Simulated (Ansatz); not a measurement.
**Computed properties of Se**

```xyz
3
Lattice="4.3662 0.0000 0.0000 -2.1831 3.7812 0.0000 0.0000 0.0000 4.9536" Properties=species:S:1:pos:R:3 pbc="T T T"
Se    0.9841    0.0000    1.6512
Se   -0.4921    0.8523    3.3024
Se    1.6910    2.9289    0.0000
```

Atoms are numbered in the order listed.

The cell is COD entry 9012501, as deposited and not checked against the literature; nothing was relaxed.

Theory: DFT, LDA, all-electron LAPW, scalar-relativistic in Ansatz 0.2.0.

Sampling and basis: a Γ-centred 6×6×5 k mesh, Fermi–Dirac smearing of 0.03 eV, basis error target 0.5 meV/atom, no spin polarisation.

| Item | Value |
| --- | --- |
| Band gap | 0.93 eV, indirect from L (0.5, 0, 0.5) to H (0.333, 0.333, 0.5) |
| Stress xx, yy, zz (compression positive) | -1.70, -1.70, -0.41 GPa |
| Volume per atom | 27.26 Å³ |

Q: Predict this quantity. Pressure at this cell.

A: -1.27 GPa.

Q: Give the computed value. Largest force.

A: 0.210 eV/Å on Se1.

Q: Give the computed value. Smallest direct gap on the path.

A: 1.11 eV.
